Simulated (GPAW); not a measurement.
Runs of GPAW 26.7.0 on Ru. Symmetry: P6_3/mmc, No. 194, hexagonal system. The conventional cell has a = 2.706 Å, b = 2.706 Å, c = 4.282 Å, α = 90.00°, β = 90.00°, γ = 120.00°. Ru (site symmetry -6m2) is surrounded by 12 Ru at 2.65 to 2.71 Å. 

| task | level | potentials or basis | spin | cell | optimizer | fmax | max steps | band path | band points | gap on the mesh (eV) | pressure (GPa) | relaxed volume (Å³/atom) |
| --- | --- | --- | --- | --- | --- | --- | --- | --- | --- | --- | --- | --- |
| relaxation of cell and atoms | RPBE+D3(BJ) | the program's PAW data sets (release 1.2.1) made for this functional, pw | off | relaxed | FIRE | 0.02 eV/Å | 60 | - | - | none | -0.1 | (a) |
| relaxation of cell and atoms | r2SCAN+D3(BJ) | GPAW PAW data sets (gpaw-data 1.2.1), pw | off | relaxed | FIRE | 0.05 eV/Å | 40 | - | - | none | 0.4 | 13.38 |
| band structure | AM05 | PAW data sets generated in the run's folder for this functional, pw | SOC, no magnetisation | as given | - | - | - | GMKGALHA,LM,KH | 60 | - | -9.4 | - |
| band structure | LDA | PAW data sets generated in the run's folder for this functional, pw | off | as given | - | - | - | GMKGALHA,LM,KH | 80 | - | -14.3 | - |
| relaxation of cell and atoms | BLYP+D3 | PAW data sets generated in the run's folder for this functional, pw | off | relaxed to 2 GPa | BFGS | 0.02 eV/Å | 100 | - | - | none | 2.1 | - |

Alike in all rows: k mesh 8 × 8 × 5; cutoff (eV) 600; smearing fermi-dirac 0.05 eV.

**Question.** Fill in the values left out.

**Answer.** (a) 12.34.

Caveats: later steps reuse the first step's grids (some runs); pairwise dispersion overbinds metals, which lowers pressure and volume (some runs); the PAW data sets were made with another functional, which shifts forces and pressure a little (some runs); spin-orbit coupling was added after a scalar SCF, so levels and gaps hold it while energy, forces, pressure and moments don't (some runs); this program's spin-orbit splittings come out too wide for heavy elements (some runs).

A k mesh can miss the band edges, and rows without SOC leave out spin-orbit coupling on Ru.

A gap of «none» marks a metal or a gap under the smearing width.
